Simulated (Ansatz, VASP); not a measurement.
# Cross-check of SrO between VASP and Ansatz

Wanted: the spread between two codes on one cell, functional and k mesh.

Program: Ansatz 0.2.0. Level of theory: plane waves, with VASP 6.6.1 beside it; band structure at r2SCAN0. Results are calculated unless marked as measured.

The database entry behind the starting cell differs from later determinations by our own check (about 0.5 % short), so it need not match the best structure at ambient conditions.

**1. The structure**

The structure is cubic, space group Fm-3m (No. 225). Conventional cell: a = 5.133 Å, b = 5.133 Å, c = 5.133 Å, α = 90.00°, β = 90.00°, γ = 90.00°. Nearest to Sr lie 6 O at 2.57 Å. Nearest to O lie 6 Sr at 2.57 Å. Farther neighbours and most contacts between anions are not listed.

**2. VASP: band structure, r2SCAN0**

Levels along a path test the potential and the projectors away from the mesh points.

Lines of VASP's logs that name or quote its potential files are left out, and so is its time.

The run reads the wave functions of an earlier VASP run, which isn't shown here.

The input, INCAR:

```
SYSTEM = SrO
PREC = Accurate
ENCUT = 520
EDIFF = 1E-06
NELM = 100
ISMEAR = 0
SIGMA = 0.02
LREAL = .FALSE.
ALGO = Normal
LHFCALC = .TRUE.
AEXX = 0.25
METAGGA = R2SCAN
LASPH = .TRUE.
NBANDS = 14
PRECFOCK = Fast
HFRCUT = -1
LORBIT = 11
LWAVE = .FALSE.
LCHARG = .FALSE.
KPAR = 4
```

The input, POSCAR:

```
SrO
1.0
    0.0000000000      2.5663000000      2.5663000000
    2.5663000000      0.0000000000      2.5663000000
    2.5663000000      2.5663000000      0.0000000000
Sr O
1 1
Direct
    0.5000000000      0.5000000000      0.5000000000
    0.0000000000      0.0000000000      0.0000000000
```

The input, KPOINTS:

```
Automatic mesh
0
Gamma
5 5 5
0 0 0
```

The input, KPOINTS_OPT:

```
Line mode
6
Line-mode
Reciprocal
  0.00000000   0.00000000   0.00000000 GAMMA
  0.50000000   0.00000000   0.50000000 X

  0.50000000   0.00000000   0.50000000 X
  0.50000000   0.25000000   0.75000000 W

  0.50000000   0.25000000   0.75000000 W
  0.37500000   0.37500000   0.75000000 K

  0.37500000   0.37500000   0.75000000 K
  0.00000000   0.00000000   0.00000000 GAMMA

  0.00000000   0.00000000   0.00000000 GAMMA
  0.50000000   0.50000000   0.50000000 L

  0.50000000   0.50000000   0.50000000 L
  0.62500000   0.25000000   0.62500000 U

  0.62500000   0.25000000   0.62500000 U
  0.50000000   0.25000000   0.75000000 W

  0.50000000   0.25000000   0.75000000 W
  0.50000000   0.50000000   0.50000000 L

  0.50000000   0.50000000   0.50000000 L
  0.37500000   0.37500000   0.75000000 K

  0.62500000   0.25000000   0.62500000 U
  0.50000000   0.00000000   0.50000000 X
```

The projector-augmented-wave data sets are Sr_sv and O (PBE family, release 64).

Command:

```console
$ mpirun -np 4 vasp_std
```

Numbers of over 12 decimals in the logs are rounded to 6 here.

What it wrote:

```text
[banner, memory and clock lines left out]
running    4 mpi-ranks, on    1 nodes
 distrk:  each k-point on    1 cores,    4 groups
 distr:  one band on    1 cores,    1 groups

 POSCAR found type information on POSCAR SrO
 POSCAR found :  2 types and       2 ions
|                                                                             |
|               ----> ADVICE to this user running VASP <----                  |
|                                                                             |
|     You enforced a specific xc type in the INCAR file but a different       |
|     [... a line on the potential file left out ...]
|     I HOPE YOU KNOW WHAT YOU ARE DOING!                                     |
|                                                                             |

 LDA part: xc-table for (None), standard interpolation
 found WAVECAR, reading the header
 POSCAR, INCAR and KPOINTS ok, starting setup
 FFT: planning ... GRIDC
 FFT: planning ... GRID_SOFT
 FFT: planning ... GRID
 HFRCUT set to (new)   10.029006
 reading WAVECAR
 the WAVECAR file was read successfully
 initial charge from wavefunction
 entering main loop
       N       E                     dE             d eps       ncg     rms          rms(c)
DAV:   1    -0.261470332632E+02   -0.26147E+02   -0.55953E-01   280   0.959E+00    0.394E+00
DAV:   2    -0.261416990380E+02    0.53342E-02   -0.60078E-02   352   0.236E+00    0.206E+00
DAV:   3    -0.261399639208E+02    0.17351E-02   -0.11439E-02   322   0.102E+00    0.101E+00
DAV:   4    -0.261395771867E+02    0.38673E-03   -0.13086E-03   304   0.349E-01    0.591E-01
DAV:   5    -0.261392932996E+02    0.28389E-03   -0.79365E-04   322   0.250E-01    0.388E-01
DAV:   6    -0.261392791329E+02    0.14167E-04   -0.11961E-04   404   0.107E-01    0.244E-01
DAV:   7    -0.261392653965E+02    0.13736E-04   -0.21889E-05   382   0.531E-02    0.140E-01
DAV:   8    -0.261392667893E+02   -0.13929E-05   -0.87773E-06   330   0.323E-02    0.808E-02
DAV:   9    -0.261392678645E+02   -0.10752E-05   -0.26584E-06   322   0.181E-02    0.497E-02
DAV:  10    -0.261392685499E+02   -0.68531E-06   -0.93181E-07   176   0.109E-02
   1 F= -.26139269E+02 E0= -.26139269E+02  d E =-.224602E-42
 Start KPOINTS_OPT (optional k-point list driver)
k-point batch [1-10\60]
       N       E                     dE             ncg
DAV:   1    -0.105564271842E+04   -0.56499E+04      280
DAV:   2    -0.191547980988E+04   -0.85984E+03      354
DAV:   3    -0.198052646632E+04   -0.65047E+02      464
DAV:   4    -0.198166013261E+04   -0.11337E+01      342
DAV:   5    -0.198167424836E+04   -0.14116E-01      444
DAV:   6    -0.198167450889E+04   -0.26053E-03      370
DAV:   7    -0.198167451086E+04   -0.19662E-05      312
DAV:   8    -0.198167451093E+04   -0.70834E-07      206
[...]
k-point batch [51-60\60]
       N       E                     dE             ncg
DAV:   1    -0.113964484864E+04   -0.73454E+04      280
DAV:   2    -0.195381684073E+04   -0.81417E+03      384
DAV:   3    -0.200544671650E+04   -0.51630E+02      426
DAV:   4    -0.200652182099E+04   -0.10751E+01      402
DAV:   5    -0.200654593181E+04   -0.24111E-01      460
DAV:   6    -0.200654628139E+04   -0.34957E-03      398
DAV:   7    -0.200654628375E+04   -0.23635E-05      298
DAV:   8    -0.200654628384E+04   -0.88213E-07      272
```

OUTCAR, selected parts (step 2):

```text
ion  position               nearest neighbor table
   1  0.500  0.500  0.500-   2 2.57   2 2.57   2 2.57   2 2.57   2 2.57   2 2.57
   2  0.000  0.000  0.000-   1 2.57   1 2.57   1 2.57   1 2.57   1 2.57   1 2.57

  LATTYP: Found a face centered cubic cell.
 ALAT       =     5.1326000000

 Subroutine GETGRP returns: Found 48 space group operations
 (whereof 48 operations were pure point group operations)

The static configuration has the point symmetry O_h .

 Found     10 irreducible k-points:

   k-points           NKPTS =     10   k-points in BZ     NKDIM =    125   number of bands    NBANDS=     14

   dimension x,y,z NGX =    28 NGY =   28 NGZ =   28
   dimension x,y,z NGXF=    56 NGYF=   56 NGZF=   56

   ENCUT  =  520.0 eV  38.22 Ry    6.18 a.u.   6.75  6.75  6.75*2*pi/ulx,y,z

   NELECT =      16.0000    total number of electrons

 k-points in reciprocal lattice and weights: Automatic mesh
   0.00000000  0.00000000  0.00000000       0.008
   0.20000000  0.00000000  0.00000000       0.064
   0.40000000  0.00000000  0.00000000       0.064
   0.20000000  0.20000000  0.00000000       0.048
   0.40000000  0.20000000  0.00000000       0.192
  -0.40000000  0.20000000  0.00000000       0.192
  -0.20000000  0.20000000  0.00000000       0.096
   0.40000000  0.40000000  0.00000000       0.048
  -0.40000000  0.40000000  0.00000000       0.096
  -0.40000000  0.40000000  0.20000000       0.192

  exchange ACFDT corr.  =         0.00000000  see jH, gK, PRB 81, 115126

 average (electrostatic) potential at core
       1 -34.8857       2 -66.4330

 E-fermi :   0.1909

 k-point     1 :       0.0000    0.0000    0.0000
  band No.  band energies     occupation
    ...
      4     -14.9398      2.00000
      5     -14.9398      2.00000
      6       0.0011      2.00000
      7       0.0011      2.00000
      8       0.0012      2.00000
      9       6.6561      0.00000
     10       9.0389      0.00000
     11       9.0389      0.00000
     12       9.0389      0.00000
     13      11.4311      0.00000
    ...

 k-point     2 :       0.2000    0.0000    0.0000
  band No.  band energies     occupation
    ...
      4     -14.9672      2.00000
      5     -14.5385      2.00000
      6      -0.9557      2.00000
      7      -0.4704      2.00000
      8      -0.4704      2.00000
      9       8.2711      0.00000
     10       8.7583      0.00000
     11       9.8589      0.00000
     12       9.8589      0.00000
     13      12.4984      0.00000
    ...

 k-point     3 :       0.4000    0.0000    0.0000
  band No.  band energies     occupation
    ...
      4     -15.0095      2.00000
      5     -14.0919      2.00000
      6      -2.1110      2.00000
      7      -1.1212      2.00000
      8      -1.1212      2.00000
      9       9.2097      0.00000
     10      10.7568      0.00000
     11      11.5902      0.00000
     12      11.5902      0.00000
     13      14.6813      0.00000
    ...

  energy-cutoff  :      520.00
  volume of cell :       33.80
      direct lattice vectors                 reciprocal lattice vectors
     0.000000000  2.566300000  2.566300000    -0.194833028  0.194833028  0.194833028
     2.566300000  0.000000000  2.566300000     0.194833028 -0.194833028  0.194833028
     2.566300000  2.566300000  0.000000000     0.194833028  0.194833028 -0.194833028

 POSITION                                       TOTAL-FORCE (eV/Angst)
 -----------------------------------------------------------------------------------
      2.56630      2.56630      2.56630        -0.000000      0.000000     -0.000000
      0.00000      0.00000      0.00000         0.000000     -0.000000      0.000000
 -----------------------------------------------------------------------------------
    total drift:                               -0.000000     -0.000000     -0.000000

  FREE ENERGIE OF THE ION-ELECTRON SYSTEM (eV)
  ---------------------------------------------------
  free  energy   TOTEN  =       -26.1392685499 eV

  energy  without entropy=      -26.1392685499  energy(sigma->0) =      -26.13926855

 total charge
# of ion       s       p       d       tot
------------------------------------------
    1        2.013   5.925   0.219   8.157
    2        1.557   3.474   0.000   5.031
--------------------------------------------------
tot          3.570   9.399   0.219  13.189

[... 3 further parts left out ...]
```

[end of part 1 of 2]

[Lines on the potential files, build, host, timing and source positions are cut from VASP's logs without a mark.]

[Logs are printed without paths, hosts, clocks, repeated set-up lines and the standing remarks that a program may print on its own settings, such as how far it seeks lower states.]

[Hosts, paths, dates, database ids (printed as entryN), source tags and the programs' standing remarks are cut or masked in the printed files.]
